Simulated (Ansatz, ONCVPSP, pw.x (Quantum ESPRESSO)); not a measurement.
**hydrogen (H): does the ONCV potential hold in the solid?**

* Element: H
* Generator: ONCVPSP 4.0.1
* Type: optimised norm-conserving Vanderbilt (ONCV)
* Functional: PBE
* Relativity: scalar-relativistic
* Frozen core: none
* Valence charge: 1
* Reference configuration: 1s1
* Partial waves: 1s: rc 1.20 bohr, ncon 4, nbas 8, qcut 5.5 1/bohr, 2 projectors, debl 3.2 Ha; p scattering state at 0.22 Ha: rc 1.05 bohr, ncon 4, nbas 7, qcut 7.3 1/bohr, 2 projectors, debl 3.7 Ha
* Local potential: polynomial inside 0.90 bohr (lpopt 5, dvloc0 -1 Ha)
* Core correction: none

Crystal test: sc H in pw.x 7.5, no spin, 18³ k-points, Fermi–Dirac smearing 0.01 Ry, cutoffs 90/360 Ry. The reference is all-electron LAPW (Ansatz 0.2.0) with the same functional, mesh and smearing; V0 and B0 come from Birch–Murnaghan fits to the pressures at five volumes. Errors are pseudo minus all-electron; Δ is the rms difference of the E(V) curves that follow from these fits, minima aligned, over ±6 % about the mean V0. Mesh and smearing are coarse, so the numbers serve the comparison and aren't converged zero-temperature values; the lattice is a test structure that the element need not adopt.

All-electron: a0 = 1.457 Å (V0 = 3.09 Å³/atom), B0 = 101.5 GPa.

Q: How far does the potential miss the all-electron equation of state?

A: mean pressure error (GPa): -0.35; a0 (Å): 1.455; a0 error (%): -0.11; B0 error (%): -0.2; Δ (meV/atom): 0.2.

```
V (Å³/atom)  P all-electron (GPa)  P pseudo (GPa)
      2.904                  6.98            6.56
      2.981                  3.90            3.52
      3.057                  1.13            0.78
      3.133                 -1.36           -1.68
      3.210                 -3.61           -3.90
```

Q: At the middle volume, how do free energy and pressure move when the wave cutoff is lowered (ecutrho kept at four times it)?

A:

| cutoff (Ry) | shift of F (meV/atom) | shift of P (GPa) |
| --- | --- | --- |
| 40 | +3.7 | +0.11 |
| 54 | +2.4 | -0.19 |
| 72 | +0.2 | -0.09 |

The run at the middle volume (220 k-points, 5 iterations) took about 3.3 s on one core of a shared host (AMD EPYC 9R14, 32 threads, 123 GiB, load 10).
